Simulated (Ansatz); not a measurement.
Runs of Ansatz 0.2.0 on BaTiO3. The typed cell holds 10 atoms: a = 4.000 Å, b = 4.000 Å, c = 8.036 Å, α = 90.00°, β = 90.00°, γ = 90.00°. 

```csv
task,level,U,cell,cutoff (eV),hubbard projectors,double counting,gap on the mesh (eV),pressure (GPa),relaxed volume (Å³/atom)
relaxation of cell and atoms,r2SCAN+D3(BJ),-,relaxed,500,-,-,2.65,0.0,12.83
relaxation of cell and atoms,PBEsol+U,Ti d U = 5 eV,relaxed,420,ortho-atomic (the default),fll (the default),(c),0.0,12.64
single point,PBE,-,as given,300,-,-,2.01,(b),-
relaxation of cell and atoms,PBE+D3(BJ),-,relaxed,420,-,-,2.28,0.0,(a)
```

Alike in all rows: potentials or basis Ansatz PAW; no spin polarisation; k mesh 7 × 7 × 4; smearing fermi-dirac 0.05 eV.

**Question.** Estimate the missing entries.

**Answer.** (a) 12.95; (b) 2.4; (c) 2.42.

Caveats: odd divisions of the mesh miss points on the zone boundary, where band edges often lie, so the gap on the mesh can be too wide; spin-orbit coupling is left out, which moves the levels of the heavy elements; the plane-wave basis is chosen anew once the cell has moved, so the energies of steps on either side of that aren't comparable (some runs); the PAW data sets come from PBE, with cores solved anew for the run's functional, which leaves a small shift of forces and pressure (some runs); the dispersion damping was fitted for another functional or another form of the correction (some runs); the pressure holds a Pulay correction of +24.0 GPa for the finite cutoff (some runs); forces of over 1 eV/Å show positions far from the minimum, so gaps and moduli don't describe the material at rest (some runs).

A k mesh can miss the band edges, and the runs leave out spin-orbit coupling on Ba.
